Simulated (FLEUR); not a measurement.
# Bi (R-3m) in FLEUR: a series of runs

One crystal, Bi, is run at these levels: PBEsol; tasks: single point.

Everything below comes from runs of FLEUR MaX-R8.1 (later development tree). Logs are shortened: lines on timing, memory, paths and dates and some standing lists are left out, and cuts for length are marked.

## 1. The crystal as given

The structure is trigonal, space group R-3m (No. 166). Conventional cell: a = 4.535 Å, b = 4.535 Å, c = 11.814 Å, α = 90.00°, β = 90.00°, γ = 120.00°. Bi (site symmetry 3m) has 6 Bi at 3.06 to 3.52 Å as nearest neighbours.

## 2. Single point, PBEsol

inp.xml reads:

```xml
<?xml version="1.0" encoding="UTF-8" standalone="no"?>
<fleurInput fleurInputVersion="0.39">
   <comment>
      Bi                                                                                                  
   </comment>
   <calculationSetup>
      <cutoffs Kmax="4.1" Gmax="12.7" GmaxXC="12.7" numbands="0"/>
      <scfLoop itmax="60" minDistance="0.00001" maxIterBroyd="15" imix="Anderson" alpha="0.05" precondParam="0.0" spinf="2.0" sdNocoIR="T"/>
      <coreElectrons ctail="T" frcor="F" kcrel="0" coretail_lmax="0"/>
      <xcFunctional name="PBEs" relativisticCorrections="F"/>
      <magnetism jspins="1"/>
      <soc l_soc="F" theta="0.0" phi="0.0" spav="F"/>
      <expertModes spex="0" secvar="F"/>
      <geometryOptimization l_f="T" forcealpha="1.0" forcemix="BFGS" epsdisp="0.0005" epsforce="0.0002"/>
      <ldaU l_linMix="F" mixParam="0.05" spinf="1.0"/>
   </calculationSetup>
   <cell>
      <bzIntegration valenceElectrons="42.0" mode="hist" fermiSmearingEnergy="0.00183747">
         <kPointListSelection listName="default-1"/>
         <!-- k-points included here -->
         <xi:include xmlns:xi="http://www.w3.org/2001/XInclude" href="kpts.xml"> </xi:include>
      </bzIntegration>
      <!-- symmetry operations included here -->
      <xi:include xmlns:xi="http://www.w3.org/2001/XInclude" href="sym.xml"> </xi:include>
      <bulkLattice scale="1.0">
         <bravaisMatrix>
            <row-1>    4.2849539875304998     2.4739193381895603     7.4417414786747997</row-1>
            <row-2>   -4.2849539875304998     2.4739193381895603     7.4417414786747997</row-2>
            <row-3>    0.0000000000000000    -4.9478386763791207     7.4417414786747997</row-3>
         </bravaisMatrix>
      </bulkLattice>
   </cell>
   <atomSpecies>
      <species name="Bismuth (Bi)" element="Bi" atomicNumber="83">
         <mtSphere radius="2.6" gridPoints="879" logIncrement="0.015"/>
         <atomicCutoffs lmax="10" lnonsphr="10"/>
         <electronConfig flipSpins="F">
            <coreConfig>(1s1/2) (2s1/2) (2p1/2) (2p3/2) (3s1/2) (3p1/2) (3p3/2) (4s1/2) (3d3/2) (3d5/2) (4p1/2) (4p3/2) (5s1/2) (4d3/2) (4d5/2) (4f5/2) (4f7/2)</coreConfig>
            <valenceConfig>(5p1/2) (5p3/2) (6s1/2) (5d3/2) (5d5/2) (6p1/2) (6p3/2)</valenceConfig>
            <stateOccupation state="(6p1/2)" spinUp="0.500000" spinDown="0.500000"/>
            <stateOccupation state="(6p3/2)" spinUp="1.000000" spinDown="1.000000"/>
         </electronConfig>
         <energyParameters s="6" p="6" d="5" f="5"/>
         <lo type="SCLO" l="1" n="5" eDeriv="0"/>
         <lo type="SCLO" l="1" n="5" eDeriv="1"/>
         <lo type="SCLO" l="0" n="6" eDeriv="2"/>
         <lo type="SCLO" l="2" n="5" eDeriv="2"/>
         <lo type="SCLO" l="3" n="5" eDeriv="2"/>
      </species>
   </atomSpecies>
   <atomGroups>
      <atomGroup species="Bismuth (Bi)">
         <relPos label="                   1">-.2340000000 -.2340000000 -.2340000000</relPos>
         <relPos label="                   2">.2340000000 .2340000000 .2340000000</relPos>
         <force calculate="T" relaxXYZ="TTT"/>
      </atomGroup>
   </atomGroups>
   <output dos="F" band="F" slice="F">
      <checks vchk="F" cdinf="F"/>
      <bandDOS minEnergy="-.5*Htr" maxEnergy="0.5*Htr" sigma="0.015" storeEVData="T"/>
      <vacuumDOS vacdos="F" integ="F" star="F" nstars="0" locx1="0.0" locy1="0.0" locx2="0.0" locy2="0.0" nstm="0" tworkf="0.0"/>
      <unfoldingBand unfoldBand="F" supercellX="1" supercellY="1" supercellZ="1"/>
      <plotting iplot="0" polar="F">
         <plot TwoD="T" vec1="  1.0  0.0  0.0" vec2="  0.0  1.0  0.0" vec3="  0.0  0.0  1.0" zero="  0.0  0.0  0.0" file="plot"/>
      </plotting>
      <chargeDensitySlicing numkpt="0" minEigenval="0.0" maxEigenval="0.0" nnne="0" pallst="F"/>
      <specialOutput eonly="F"/>
      <moessbauerParams electricFieldGradient="T" isomerShift="T" coreHyperfine="T" valenceHyperfine="T"/>
      <magneticCircularDichroism mcd="F" energyLo="-10.0" energyUp="0.0"/>
   </output>
  <!-- We include the file relax.xml here to enable relaxations (see documentation) -->
  <xi:include xmlns:xi="http://www.w3.org/2001/XInclude" href="relax.xml"> <xi:fallback/> </xi:include>
</fleurInput>
```

crystal.txt reads:

```
Bi
&input cartesian=F /
2.2675000000  1.3091417354  3.9380000000
-2.2675000000  1.3091417354  3.9380000000
0.0000000000  -2.6182834708  3.9380000000
1.8897261246
1.0 1.0 1.0

2
83 0.7660000000  0.7660000000  0.7660000000
83 0.2340000000  0.2340000000  0.2340000000

&kpt div1=7 div2=7 div3=7 gamma=T /
```

Potentials or basis: all-electron, FLAPW.

On the command line:

```console
inpgen -f crystal.txt -profile fastHighL
# inp.xml edited to the form shown
fleur_MPI
```

What it wrote:

```text
Welcome to FLEUR        (www.flapw.de)
      MaX-Release 8.1          (www.max-centre.eu)

 ========== k-point set info ==========
 Selected k-point list: default-1
 k-point list type: mesh
 7 x 7 x 7
 Number of k points: 44

 ------------Calculation Setup---------------------------
 Number of MPI-tasks      :            1
 Number of PE/node        :            1
 Number of OMP-threads    :            1
 Most efficient MPI parallelization for:
           1           2           4          11          22          44
 Additional eigenvalue parallelization possible
 Number of basis functions:          638
 Approximate size of matrices (H+S) per k-point:         0.006 GB
 --------------------------------------------------------
 Iteration:     1   Distance:      11.50477252 me/bohr^3
 Iteration:     2   Distance:      10.83979963 me/bohr^3
 Iteration:     3   Distance:       3.20021654 me/bohr^3
 Iteration:     4   Distance:       0.24383291 me/bohr^3
 Iteration:     5   Distance:       0.22806827 me/bohr^3
 Iteration:     6   Distance:       0.04226933 me/bohr^3
 Iteration:     7   Distance:       0.01292410 me/bohr^3
 Iteration:     8   Distance:       0.00971571 me/bohr^3
 Iteration:     9   Distance:       0.00183576 me/bohr^3
 Iteration:    10   Distance:       0.00016904 me/bohr^3
 Iteration:    11   Distance:       0.00013692 me/bohr^3
 Iteration:    12   Distance:       0.00001612 me/bohr^3
 Iteration:    13   Distance:       0.00000122 me/bohr^3
 Reset of history

 ********************************************************************
 Run finished successfully
 Stop message:
   Structural relaxation: new displacements generated
 ********************************************************************
```

out.xml (last iteration):

```text
<iteration numberForCurrentRun="   14" overallNumber="   14">
         <energyParameters units="Htr">
            <atomicEP atomType="1" spin="1" branch="6s" branchLowest="-5.37" branchHighest="0.45" value="-0.1616217746"/>
            <atomicEP atomType="1" spin="1" branch="6p" branchLowest="-3.10" branchHighest="1.33" value="0.1508930341"/>
            <atomicEP atomType="1" spin="1" branch="5d" branchLowest="-15.34" branchHighest="-0.52" value="-0.5389111605"/>
            <atomicEP atomType="1" spin="1" branch="5f" branchLowest="-5.19" branchHighest="1.78" value="0.4996171333"/>
            <loAtomicEP atomType="1" spin="1" branch="5p" branchLowest="-24.56" branchHighest="-3.10" value="-3.1722623687"/>
            <loAtomicEP atomType="1" spin="1" branch="5p" branchLowest="-24.56" branchHighest="-3.10" value="-3.1722623687"/>
            <loAtomicEP atomType="1" spin="1" branch="6s" branchLowest="-5.37" branchHighest="0.45" value="-0.1616217746"/>
            <loAtomicEP atomType="1" spin="1" branch="5d" branchLowest="-15.34" branchHighest="-0.52" value="-0.5756292428"/>
            <loAtomicEP atomType="1" spin="1" branch="5f" branchLowest="-5.19" branchHighest="1.78" value="0.4996022735"/>
         </energyParameters>
         <eigenvalues>
            <eigenvaluesAt spin="1" ikpt="1" k_x="0.00000000" k_y="0.00000000" k_z="0.00000000">
                      -3.0991826980       -3.0991826980       -3.0990524013       -3.0990283798       -3.0990283798
                      -3.0989356798       -0.5891044683       -0.5891044683       -0.5833809378       -0.5833809378
                      -0.5827779174       -0.5764684330       -0.5759960563       -0.5759960563       -0.5714412434
                      -0.5714412434       -0.2308990908       -0.0222244473        0.1973792959        0.2070210274
                       0.2070210274        0.3438089055        0.3611197085        0.3611197085        0.4582286415
                       0.4634371700        0.4634371700        0.4732824370        0.4838207014        0.5414715269
                       0.5414715269        0.8596782010        0.8596782010
            </eigenvaluesAt>
            <eigenvaluesAt spin="1" ikpt="2" k_x="0.00000000" k_y="0.00000000" k_z="0.14285714">
                      -3.0991823822       -3.0991794872       -3.0990685547       -3.0990286403       -3.0990131414
                      -3.0989380456       -0.5885609237       -0.5884013455       -0.5831418487       -0.5829554434
                      -0.5824035053       -0.5768298939       -0.5763561115       -0.5762208110       -0.5722113300
                      -0.5720161854       -0.2238262885       -0.0383856900        0.1999664018        0.2064986693
                       0.2077380011        0.3265441554        0.3370899756        0.3448702758        0.4354138152
                       0.4559914962        0.4720793965        0.5268158555        0.5475544893        0.5774103691
                       0.5851655733        0.8002026460        0.8411661873
[... 4 lines left out ...]
                      -0.5812887893       -0.5780369486       -0.5773726743       -0.5767026316       -0.5742160229
                      -0.5734751661       -0.2031184858       -0.0773983844        0.2003335373        0.2064624315
                       0.2170855111        0.2824874146        0.3061233391        0.3139203580        0.4507925606
                       0.4860625183        0.5090763022        0.6156168278        0.6421367457        0.6516423085
[... 43 lines left out ...]
            <totalCharge value="166.0000000023"/>
         </allElectronCharges>
         <moessbauerParams unitsHFF="kG" unitsIS="e/bohr^3" unitsEFG="Htr/bohr^2">
            <coreIsomerShift atomType="1" isTotal="3257185.78050">
               <shell n="1" l="0" isomerShift="2668898.57588"/>
               <shell n="2" l="0" isomerShift="415925.16631"/>
               <shell n="2" l="1" isomerShift="34096.22188"/>
               <shell n="3" l="0" isomerShift="96472.09078"/>
               <shell n="3" l="1" isomerShift="8886.26016"/>
               <shell n="4" l="0" isomerShift="25114.43890"/>
               <shell n="3" l="2" isomerShift="0.00372"/>
               <shell n="4" l="1" isomerShift="2288.50725"/>
               <shell n="5" l="0" isomerShift="5504.51457"/>
               <shell n="4" l="2" isomerShift="0.00105"/>
               <shell n="4" l="3" isomerShift="0.00000"/>
            </coreIsomerShift>
            <isomerShift atomType="1" nucleusRadius="0.0001402" averageDensity="3257858.51662"/>
            <electricFieldGradient atomType="1" VXX="0.10614" VYY="0.10614" VZZ="-0.21229" asymParam="0.00000">
            </electricFieldGradient>
         </moessbauerParams>
         <totalEnergy                                    value="   -43150.8010380771" units="Htr">
            <sumOfEigenvalues                            value="   -26739.9271673722">
               <coreElectrons value="-26691.6054362812"/>
               <valenceElectrons value="-48.3217310909"/>
            </sumOfEigenvalues>
            <densityCoulombPotentialIntegral value="-76170.1456626884"/>
            <densityEffectivePotentialIntegral value="-77205.4312756777"/>
            <chargeDenXCDenIntegral value="-785.8309299000"/>
            <FockExchangeEnergyValence value="0.0000000000"/>
            <FockExchangeEnergyCore value="0.0000000000"/>
            <atomTypeDependentContributions atomType="1">
               <electronNucleiInteractionDifferentMTs value="54656.6104304059"/>
               <MadelungTerm value="-88.7909547325"/>
            </atomTypeDependentContributions>
            <tkbTimesEntropy value="0.0000541585"/>
            <freeEnergy value="-43150.8010922356"/>
            <extrapolationTo0K value="-43150.8010651563"/>
         </totalEnergy>
         <totalForcesOnRepresentativeAtoms units="Htr/bohr">
            <forceTotal atomType="1" x="0.000000" y="0.000000" z="-5.224103" F_x="0.00000000" F_y="0.00000000" F_z="-0.00265471"/>
         </totalForcesOnRepresentativeAtoms>
      </iteration>
```

Run time: 1.8 min. Hardware: 1 thread of Arm Neoverse V2, shared host; peak memory 0.08 GiB.

What came out:

```yaml
Free_energy: -1174193.1153 eV
Largest_force: 0.137 eV/Å
Band_gap_on_the_k_mesh: 0.26 eV, indirect (least direct gap 0.52 eV)
Valence_electrons_inside_the_program's_atomic_spheres: Bi 18.70 (radii Bi 2.6 bohr)
```

Forces on the atoms (eV/Å):
```
Bi   0.000  0.000 -0.137
Bi   0.000  0.000  0.137
```

Levels at points of the mesh, in eV from the valence-band top:
| k point | band 17 | band 18 | band 19 | band 20 | band 21 | band 22 | band 23 | band 24 | band 25 | band 26 |
| --- | --- | --- | --- | --- | --- | --- | --- | --- | --- | --- |
| (0.00, 0.00, 0.00) | -12.87 | -7.19 | -1.21 | -0.95 | -0.95 | 2.77 | 3.24 | 3.24 | 5.88 | 6.02 |

Core levels (eV from the Fermi level):
| atom | levels |
| --- | --- |
| 1 Bi | 1s1/2 -90489.1, 2s1/2 -16240.8, 2p1/2 -15602.9, 2p3/2 -13283.8, 3s1/2 -3916.6, 3p1/2 -3628.6, 3p3/2 -3109.4, 4s1/2 -895.4, 3d3/2 -2638.2, 3d5/2 -2528.1, 4p1/2 -770.3, 4p3/2 -642.3, 5s1/2 -153.0, 4d3/2 -439.0, 4d5/2 -415.1, 4f5/2 -151.2, 4f7/2 -145.7 |
| 2 Bi | 1s1/2 -90489.1, 2s1/2 -16240.8, 2p1/2 -15602.9, 2p3/2 -13283.8, 3s1/2 -3916.6, 3p1/2 -3628.6, 3p3/2 -3109.4, 4s1/2 -895.4, 3d3/2 -2638.2, 3d5/2 -2528.1, 4p1/2 -770.3, 4p3/2 -642.3, 5s1/2 -153.0, 4d3/2 -439.0, 4d5/2 -415.1, 4f5/2 -151.2, 4f7/2 -145.7 |

Caveat: spin-orbit coupling is left out, which as a rule narrows the gap of such compounds by several tenths of an eV; an odd mesh through Γ misses points on the zone boundary, where band edges often lie.

(Part 1 of 2 ends here.)
